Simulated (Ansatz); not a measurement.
# Al: projected density of states with HSE06

Crystal: Al.

```
Al
1.0
     0.00000    2.02481    2.02481
     2.02481    0.00000    2.02481
     2.02481    2.02481    0.00000
Al
1
Direct
  0.00000 0.00000 0.00000
```

- Program: Ansatz 0.2.0
- Task: projected density of states
- Functional: HSE06
- Potentials or basis: Ansatz PAW
- Cutoff: 420 eV (not typed: the program's choice for these potentials)
- k mesh: 6 × 6 × 6
- Occupations: fermi-dirac, width 0.05 eV
- Spin: no spin polarisation

```json
{
  "Pressure": "-1.0 GPa",
  "Band gap on the k mesh": "none (metal or under the smearing width)",
  "Density of states at the Fermi level": "0.29 states/eV per cell"
}
```

Levels at points of the mesh, in eV from the Fermi level:
```csv
k point,band 1,band 2,band 3,band 4
"(0.00, 0.00, 0.00)",-13.09,12.98,12.98,12.98
"(0.00, 0.00, -0.50)",-5.72,-5.45,11.79,11.79
"(0.00, -0.50, -0.50)",-3.83,-2.21,5.31,5.77
```

States per cell in windows of 1 eV (zero at the Fermi level; states under -8 eV left out):
| from (eV) | total | Al 3p | Al 3s |
| --- | --- | --- | --- |
| -8.0 | 0.25 | 0.17 | 0.08 |
| -7.0 | 0.33 | 0.23 | 0.10 |
| -6.0 | 0.28 | 0.21 | 0.07 |
| -5.0 | 0.28 | 0.23 | 0.06 |
| -4.0 | 0.24 | 0.19 | 0.05 |
| -3.0 | 0.35 | 0.23 | 0.11 |
| -2.0 | 0.34 | 0.23 | 0.10 |
| -1.0 | 0.32 | 0.21 | 0.09 |
| 0.0 | 0.33 | 0.22 | 0.08 |
| 1.0 | 0.43 | 0.27 | 0.10 |
| 2.0 | 0.48 | 0.29 | 0.12 |
| 3.0 | 0.42 | 0.24 | 0.12 |
| 4.0 | 0.44 | 0.27 | 0.11 |
| 5.0 | 0.50 | 0.32 | 0.10 |
| 6.0 | 0.58 | 0.40 | 0.08 |
| 7.0 | 0.53 | 0.32 | 0.06 |

Wall time 2.5 s on 2 threads of Intel(R) Xeon(R) Platinum 8488C (Sapphire Rapids), with other jobs on the host, peak memory 0.47 GiB.

Caveat: the k mesh is coarse (spacing up to 0.45 Å⁻¹), so the values aren't converged, least of all with exact exchange; the PAW data sets come from PBE, with cores solved anew for the run's functional, which leaves a small shift of forces and pressure; the density of states is complete only up to the lowest level of the last band computed; the thresholds are loose for stress.
